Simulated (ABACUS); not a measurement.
Runs of ABACUS 3.10.1 on Rh. Symmetry: Fm-3m, No. 225, cubic system. The conventional cell has a = 3.796 Å, b = 3.796 Å, c = 3.796 Å, α = 90.00°, β = 90.00°, γ = 90.00°. Around Rh (site symmetry m-3m) lie 12 Rh at 2.68 Å. 

```tsv
task	level	potentials or basis	cell	k mesh	cutoff (eV)	threshold of the eigensolver	path	points for each segment of the path	symmetry key	max steps of the relaxation	gap on the mesh (eV)	pressure (GPa)
single point	HLE16	GBRV ultrasoft 1.5 PBE, plane waves	as given	10 × 10 × 10	544	-	-	-	1	-	none	-40.5
single point	PW91	PseudoDojo NC SR 0.4.1 PBE standard, plane waves	as given	10 × 10 × 10	1211	-	-	-	1	-	none	8.4
single point	rPW86PBE	SG15 ONCV 1.2 PBE, plane waves	as given	10 × 10 × 10	1211	-	-	-	1	-	none	20.0
single point	RPBE	PseudoDojo NC SR 0.4.1 PBE standard, plane waves	as given	10 × 10 × 10	1211	-	-	-	1	-	none	(a)
relaxation of cell and atoms	PW91	PseudoDojo NC SR 0.4.1 PBE standard, plane waves	relaxed	10 × 10 × 10	1211	-	-	-	1	60	none	0.0
```

Alike in all rows: no spin polarisation; smearing fermi-dirac 0.05 eV.

Task: Fill in the values left out.

Result: (a) 12.5.

Caveats: the potentials were made for another functional, which shifts forces and pressure; so large a pressure means that the cell lies far from this level's equilibrium, or that cutoff or potentials fall short (some runs); the cell as given lies far from equilibrium (some runs); the potentials were made for a functional far from this one (some runs).

A k mesh can miss the band edges, and the runs leave out spin-orbit coupling on Rh.

A gap of «none» marks a metal or a gap under the smearing width.

The runs don't all hold the same shells in valence.

Runs at the PBE level aren't shown here.
